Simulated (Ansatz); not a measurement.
AlN:

```xyz
2
Lattice="0.0000 2.1840 2.1840 2.1840 0.0000 2.1840 2.1840 2.1840 0.0000" Properties=species:S:1:pos:R:3 pbc="T T T"
Al    0.0000    0.0000    0.0000
N     1.0920    1.0920    1.0920
```

Measurements of this composition are mostly on another form, of space group No. 186.

Base run:

| Property | Result |
| --- | --- |
| Program | Ansatz 0.2.0 |
| Functional | HISS |
| Potentials or basis | Ansatz PAW |
| Cutoff | 420 eV |
| Density cutoff | 1680 eV |
| k mesh | 6 × 6 × 6 |
| Occupations | fermi-dirac, width 0.05 eV |
| Spin | no spin polarisation |

Its results: band gap on the k mesh 5.30 eV, indirect (least direct gap 6.59 eV).

Q: After a change of settings the same cell gave: band gap on the k mesh 12.07 eV, indirect (least direct gap 13.54 eV). Which change was it?
A. functional from HISS to HF
B. functional from HISS to B3LYP
C. functional from HISS to PBE0; k mesh from 6 × 6 × 6 to 8 × 8 × 8
D. functional from HISS to PBE; k mesh from 6 × 6 × 6 to 10 × 10 × 10

A: A.

Not every run made on this cell is shown here.
